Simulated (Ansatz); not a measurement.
# La2O3 (P321) in Ansatz: further runs, part 2 of 2

Ansatz 0.2.0.

## Step 4: Band structure, PBEsol

Input file input.yaml:

```yaml
crystal:
  lattice:
    - [6.3702727145, 0.0, 0.0]
    - [-3.1851363572, 5.5168179998, 0.0]
    - [0.0, 0.0, 3.2898942108]
  atoms:
    - { symbol: La, position: [0.6666666667, 0.3333333333, 0.498103] }
    - { symbol: La, position: [0.3333333333, 0.6666666667, 0.501897] }
    - { symbol: O, position: [0.504607, 0.0, 0.0] }
    - { symbol: O, position: [0.0, 0.504607, 0.0] }
    - { symbol: O, position: [0.495393, 0.495393, 0.0] }
hamiltonian:
  xc: pbesol
  pseudopotentials: { kind: paw }
kpoints:
  mp_grid: { grid: [5, 5, 8] }
  band_path:
    path:
      - [[0.0, 0.0, 0.0], [0.5, 0.0, 0.0], [0.3333333333, 0.3333333333, 0.0], [0.0, 0.0, 0.0], [0.0, 0.0, 0.5], [0.5, 0.0, 0.5], [0.3333333333, 0.3333333333, 0.5], [0.0, 0.0, 0.5]]
      - [[0.5, 0.0, 0.5], [0.5, 0.0, 0.0]]
      - [[0.3333333333, 0.3333333333, 0.0], [0.3333333333, 0.3333333333, 0.5]]
    npoints: 14
scf:
  occupations: { method: fermi_dirac, width: 0.05 }
  n_extra_bands: 12
output:
  forces: true
  stress: true
  eigenvalues: true
  fatbands: false
  write_density: true
  write_potential: true
  elf: true
  volumetric_format: npy
```

Potentials or basis: Ansatz PAW.

Command:

```sh
> ansatz run input.yaml --threads 2 --pin off --max-ram 5632MiB --backend cpu --events-out ev --progress --plain --runs-dir out
```

Log:

```text
Warning: RAYON_NUM_THREADS=2 ignored (pool sized by the plan → 2); use --threads N
scf.n_extra_bands = 12 over 20 filled bands (N_el = 40.0): the run solves 32 bands
Engine: ansatz 0.2.0, x86_64-unknown-linux-gnu
Pseudopotentials: kind: paw
Pseudopotential: La, paw, valence charge 11, recommended cutoff 420 eV (normal), La.paw.azcp
Pseudopotential: O, paw, valence charge 6, recommended cutoff 420 eV (normal), O.paw.azcp
Functional definition: PBEsol
  exchange = pbesol_x
  correlation = pbesol_c
Crystal: 5 atoms, lattice volume = 115.619 Å³
Basis set: ecut = 420 eV, 2279 PW (Γ), exchange–correlation on 90×90×48 points (8 copies of the dense FFT grid, shifted against one another)
Bands: 32, of which v1, the nominal top of the filled ones, is band 20 counted from 1 (19 counted from 0)
Symmetry: 6 space group operations
Space group: P321 (ITA 150), of the structure as read, at distance tolerance 4.9e-5 Å
k-points: 31 of 200 (time reversal used)
Non-local potential: La, projectors of the file, l = 0: 3, l = 1: 2, l = 2: 2, l = 3: 3
Non-local potential: O, projectors of the file, l = 0: 2, l = 1: 2, l = 2: 1
PAW form: soft (Blöchl's): semilocal exchange-correlation on the pseudo side does not see the compensation charge
PAW frozen core: La, regenerated for the run's functional, and the local potential with it (the file was generated under x = pbe(κ = 0.804, μ = 0.2195149727645171), c = pbe(β = 0.06672455060314922))
PAW frozen core: O, regenerated for the run's functional, and the local potential with it (the file was generated under x = pbe(κ = 0.804, μ = 0.2195149727645171), c = pbe(β = 0.06672455060314922))
PAW one-centre angular grid: La, 590 points (default); XC on 64 Gauss nodes
PAW one-centre angular grid: O, 110 points (default); XC on 64 Gauss nodes
Initial density: superposition of atomic densities (neutral atoms: chi_scale 0, normalization atom), corrected by the library's trained network
Initial wavefunctions: pseudopotential atomic-orbital guess
Functional: x = pbesol(κ = 0.804, μ = 0.12345679012345678), c = pbesol(β = 0.046)
SCF iter   1: F=—  HF=-14013.449698 eV  |F-HF|=—  |Δ(HF+E_count)|=         —  Δρ=1.08e-2  dr2=1.20e-1  ethr=1.77e-3  ⟨swp⟩=5.2  Hψ=4057  notcnv=0  defer=1
preconditioner: auto → Resta (q_TF=auto, 2.286 Å⁻¹)  ε∞=3.8  [insulator: Δε(μ)=1.383 eV  Ē_g=12.420 eV  σ=0.050 eV  W_gap=1.00  n_scr=32 (ndim 8)  ℏωp=20.7 eV  f_vac=0.255  D(μ)=0.00/eV (n_scr^D=0)  ε∞_Penn≈3.8]
SCF iter   2: F=—  HF=-14013.437203 eV  |F-HF|=—  |Δ(HF+E_count)|=   1.25e-2  Δρ=5.07e-3  dr2=2.75e-2  ethr=2.99e-4  ⟨swp⟩=2.9  Hψ=1943  notcnv=0  defer=163
SCF iter   3: F=—  HF=-14013.433469 eV  |F-HF|=—  |Δ(HF+E_count)|=   3.73e-3  Δρ=1.38e-3  dr2=2.78e-3  ethr=6.89e-5  ⟨swp⟩=2.1  Hψ=1321  notcnv=0  defer=163
SCF iter   4: F=—  HF=-14013.438992 eV  |F-HF|=—  |Δ(HF+E_count)|=   5.52e-3  Δρ=2.18e-4  dr2=1.66e-4  ethr=6.94e-6  ⟨swp⟩=3.1  Hψ=1540  notcnv=0  defer=163
SCF iter   5: F=—  HF=-14013.440033 eV  |F-HF|=—  |Δ(HF+E_count)|=   1.04e-3  Δρ=7.16e-5  dr2=1.95e-5  ethr=4.14e-7  ⟨swp⟩=2.6  Hψ=1535  notcnv=0  defer=163
SCF iter   6: F=—  HF=-14013.440121 eV  |F-HF|=—  |Δ(HF+E_count)|=   8.77e-5  Δρ=2.32e-5  dr2=1.57e-6  ethr=4.89e-8  ⟨swp⟩=2.6  Hψ=1454  notcnv=0  defer=144
SCF iter   7: F=-14013.440123 eV  HF=-14013.440123 eV  |F-HF|=1.15e-7  |Δ(HF+E_count)|=   2.25e-6  Δρ=6.66e-6  dr2=8.39e-8  ethr=2.50e-10  ⟨swp⟩=15.8  Hψ=8988  notcnv=0
SCF 1 converged in 7 iterations: F = -14013.440123 eV  dr2 = 8.39e-8
NSCF: frozen V_eff on 129 k-points
WARN: The input density's exchange-correlation potential varies sharply where the density is thin. Do not read a vacuum level from v_tot or v_xc, or from such a field of the output density. On a cell that repeats whose density bears no net charge and no dipole along the vacuum's axis use v_es (v_loc + v_h of the components); under efield.dipole_correction with no amplitude use v_es + v_field, which holds any external_charges[].barrier, or the levels of the report's work_function block, which leave it out; under a non-zero efield.amplitude the vacuum is tilted and has no level; on a cell that repeats and bears such a dipole with no correction it is tilted too, and efield.dipole_correction with no amplitude gives each side of its ramp a level where efield: is served; in a cell that repeats whose density bears a net charge (total_charge, or a fill off its count) it is curved and has none; of a slab under crystal.periodic whose density bears no net charge use v_es, which has a level on each side, short of where the two are joined; of another it falls or rises all the way out and has none; of a slab beside external_charges read slab_vacuum_level instead, which it has where they leave it neutral. The grid or the basis barely resolves most such structure, and the values can differ between equally converged runs; as a rule a tighter scf.convergence.dr2_threshold does not remove it. Where the density itself ripples (under the LDA too) a higher basis.ecutwfc lessens it. The files hold the spikes' plane waves up to the density's cutoff. Files: v_tot and the like, and their columns of v_z.tsv (output.write_potential); v_xc and the like, and their columns of v_comp_z.tsv (output.write_potential_components); where files of the output density stand in their place, no point of their own thin density is over the threshold below, and this is of outcome.potential() and, of a run that writes arrays (npy), the arrays of these names. Measured: with its Gaussian average of σ = 0.25 Å subtracted twice, the exchange-correlation potential is over 0.1 eV at 291 of the grid points where the equally averaged density (valence and model cores) is under 1e-3 e/Å³, and 2.70 eV at the most among them, at an averaged density of 7.4e-4 e/Å³. See output.write_potential in the manual, Limitations
SCF converged after 7 iterations
Free energy (F): -14013.440123 eV
Harris-Foulkes:  -14013.440123 eV  (|F-HF|=1.15e-7)
Internal energy: -14013.440123 eV  (E = F + TS)
E sigma→0 (E₀):  -14013.440123 eV
Fermi energy:    6.393059 eV
--- Per-component energies (eV) ---
  E_band       = -187.963092
  E_kinetic    = 907.238318
  E_local      = -2811.365118  (includes V_loc(G=0)·N_el)
  E_nonlocal   = 340.513552
  E_hartree    = 1095.012811
  E_xc         = -496.568557
  E_vxc        = -576.490973  (∫ρ·V_xc dr)
  E_paw        = -11114.966644  (= ΣΔE_a)
  E_vpaw       = -237.882589  (= ΣTr[D̂ρ^β])
  E_aug_tail   = 0.007167  (compensation charges beyond the density's cutoff)
  E_ewald      = -1933.756537
  E_core_change = 0.444883  (= ΣΔE_core)
  E_smearing   = -0.000000  (= −TS)
  E_closure    = 0.000000  (closes the sum)
  Σ components = -14013.440123   (vs F -14013.440123, Δ=0.00e0)
--- Forces (eV/Å), atoms counted from 1 ---
  atom   1  La     0.00000000    -0.00000000     0.00974706
  atom   2  La    -0.00000000     0.00000000    -0.00974706
  atom   3  O     -0.04424595     0.00000000    -0.00000000
  atom   4  O      0.02212298    -0.03831812    -0.00000000
  atom   5  O      0.02212298     0.03831812     0.00000000
  max |Σ_I F_I| component: 3.47e-18 eV/Å
--- Stress (GPa, compression-positive) ---
       -2.539977       0.000000      -0.000000
        0.000000      -2.539977      -0.000000
       -0.000000      -0.000000      -4.252823
  P = ⅓ Tr σ = -3.1109 GPa (-31.109 kbar)
--- Band table (eV; the first three rows and the last of 31) ---
  k-point 0: bands = ["-24.9090", "-24.7173", "-11.6852", "-11.6852", "-10.0678", "-8.4438", "-8.4438", "-7.6922", "-7.3738", "-6.6449", "-6.6449", "2.4216", "3.5589", "3.5589", "3.7640", "3.7640", "4.6463", "4.6463", "4.9485", "5.1619", "7.1722", "9.0873", "9.5161", "9.5161", "10.2859", "10.2990", "10.2991", "10.2991", "10.3503", "10.5271", "10.5271", "10.5646"]
  k-point 1: bands = ["-24.8621", "-24.6769", "-11.5532", "-11.5532", "-10.5293", "-8.3830", "-8.3828", "-7.8018", "-7.3872", "-6.8875", "-6.8873", "3.0039", "3.6201", "3.6219", "3.8178", "3.8198", "4.3371", "4.3374", "4.7703", "5.0018", "7.6146", "9.2972", "9.6308", "9.6308", "10.2343", "10.2549", "10.2550", "10.3053", "10.3102", "10.3542", "10.4681", "10.4685"]
  k-point 2: bands = ["-24.7454", "-24.5771", "-11.3895", "-11.1738", "-11.1737", "-8.6924", "-8.2304", "-8.2298", "-7.5238", "-7.5231", "-6.8830", "3.4674", "3.4685", "3.8024", "3.8029", "3.9758", "4.1582", "4.1588", "4.2319", "5.1357", "8.5844", "9.6805", "9.8364", "9.8366", "10.0388", "10.1020", "10.1671", "10.1671", "10.3213", "10.3608", "10.3792", "10.3796"]
  k-point 30: bands = ["-24.5156", "-24.4865", "-11.8868", "-11.5675", "-10.2447", "-8.8517", "-8.5118", "-8.3062", "-7.9763", "-7.9275", "-7.4016", "2.8955", "3.5019", "3.6818", "3.7507", "3.8244", "4.0027", "4.1701", "4.9547", "4.9664", "9.8736", "9.9020", "9.9507", "10.0028", "10.0419", "10.1384", "10.1889", "10.2608", "10.3140", "10.3454", "10.4017", "10.4116"]
```

Wall time 18 s (2 threads of Intel Xeon Platinum 8259CL at 2.50GHz (Skylake/Cascade Lake), shared host); peak memory 0.6 GiB.

What came out:

| Property | Result |
| --- | --- |
| Free energy | -14013.4401 eV |
| Pressure | -3.1 GPa |
| Largest force | 0.044 eV/Å |
| Band gap on the k mesh | 1.56 eV, indirect (least direct gap 2.01 eV) |
| Band gap along the path | 1.56 eV, indirect (least direct gap 2.01 eV) |

Forces on the atoms (eV/Å):
```
La   0.000  0.000  0.010
La   0.000  0.000 -0.010
O   -0.044  0.000  0.000
O    0.022 -0.038  0.000
O    0.022  0.038  0.000
```

Stress tensor (GPa, compression positive):
```
-2.54  0.00  0.00
 0.00 -2.54  0.00
 0.00  0.00 -4.25
```

Levels at the corners of the path, in eV from the valence-band top:
| point | band 17 | band 18 | band 19 | band 20 | band 21 | band 22 | band 23 | band 24 |
| --- | --- | --- | --- | --- | --- | --- | --- | --- |
| Γ | -0.97 | -0.97 | -0.66 | -0.45 | 1.56 | 3.48 | 3.90 | 3.90 |
| M | -1.56 | -1.13 | -1.04 | -0.91 | 2.62 | 3.44 | 4.14 | 4.27 |
| K | -1.31 | -1.28 | -1.28 | -0.96 | 3.09 | 3.09 | 4.12 | 4.40 |
| Γ | -0.97 | -0.97 | -0.66 | -0.45 | 1.56 | 3.48 | 3.90 | 3.90 |
| A | -1.12 | -1.12 | -0.27 | 0.00 | 4.20 | 4.28 | 4.29 | 4.34 |
| L | -1.57 | -1.29 | -0.63 | -0.62 | 4.25 | 4.30 | 4.32 | 4.38 |
| H | -1.69 | -1.63 | -0.67 | -0.67 | 4.28 | 4.28 | 4.37 | 4.37 |
| A | -1.12 | -1.12 | -0.27 | 0.00 | 4.20 | 4.28 | 4.29 | 4.34 |
| L | -1.57 | -1.29 | -0.63 | -0.62 | 4.25 | 4.30 | 4.32 | 4.38 |
| M | -1.56 | -1.13 | -1.04 | -0.91 | 2.62 | 3.44 | 4.14 | 4.27 |
| K | -1.31 | -1.28 | -1.28 | -0.96 | 3.09 | 3.09 | 4.12 | 4.40 |
| H | -1.69 | -1.63 | -0.67 | -0.67 | 4.28 | 4.28 | 4.37 | 4.37 |

Caveat: the pressure holds a Pulay correction of +0.3 GPa for the finite cutoff; spin-orbit coupling is left out, which moves the levels of the heavy elements; the PAW data sets come from PBE, with cores solved anew for the run's functional, which leaves a small shift of forces and pressure. As with any semilocal functional, this PBEsol gap is likely too small.

## Step 5: Overview

```tsv
level	gap on the mesh (eV)	pressure (GPa)	largest force (eV/Å)
LDA	1.50	-5.2	0.05
PBE	1.63	-0.1	0.04
PBEsol	1.56	-3.1	0.04
```

Alike in all rows: task band structure; potentials or basis Ansatz PAW; no spin polarisation; cell as given; k mesh 5 × 5 × 8; cutoff (eV) 420; smearing fermi-dirac 0.05 eV.

On the cell as given the gap runs from 1.50 eV (LDA) to 1.63 eV (PBE). The pressure there spans -5.2 GPa (LDA) to -0.1 GPa (PBE); a positive pressure means that this level wants a larger cell, a negative one a smaller.

Caveats: spin-orbit coupling is left out, which moves the levels of the heavy elements; the PAW data sets come from PBE, with cores solved anew for the run's functional, which leaves a small shift of forces and pressure (some runs).

Total energies depend on the potentials used, so only differences within one code and one set of settings carry meaning.
